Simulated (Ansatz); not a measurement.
Runs of Ansatz 0.2.0 on Cu. Symmetry: P6_3/mmc, No. 194, hexagonal system. The conventional cell has a = 2.534 Å, b = 2.534 Å, c = 4.113 Å, α = 90.00°, β = 90.00°, γ = 120.00°. Cu (site symmetry -6m2) is surrounded by 12 Cu at 2.52 to 2.53 Å. This isn't the form of Cu at room conditions, which is fcc.

| task | level | cell | points for each segment of the path | gap on the mesh (eV) | pressure (GPa) | relaxed volume (Å³/atom) |
| --- | --- | --- | --- | --- | --- | --- |
| single point | B3LYP | as given | - | none | 14.9 | - |
| single point | PBE0 | as given | - | none | 8.1 | - |
| relaxation of cell and atoms | B3LYP | relaxed | - | none | 0.0 | 12.74 |
| single point | PBEsol0 | as given | - | none | (b) | - |
| band structure | HSE06 | as given | 4 | none | 8.1 | - |
| relaxation of cell and atoms | PBE0 | relaxed | - | none | 0.0 | (a) |
| relaxation of cell and atoms | PBEsol0 | relaxed | - | none | 0.0 | 11.59 |

Alike in all rows: potentials or basis Ansatz PAW; no spin polarisation; k mesh 6 × 6 × 4; cutoff (eV) 420; smearing fermi-dirac 0.05 eV; the mesh is coarse, so values aren't converged.

**Question.** Estimate the missing entries.

**Answer.** (a) 12.10; (b) 1.9.

Caveats: all runs use coarse meshes; the PAW data sets come from PBE, with cores solved anew for the run's functional, which leaves a small shift of forces and pressure; the thresholds are loose for stress (some runs); the plane-wave basis is chosen anew once the cell has moved, so the energies of steps on either side of that aren't comparable (some runs).

A gap of «none» marks a metal or a gap under the smearing width.
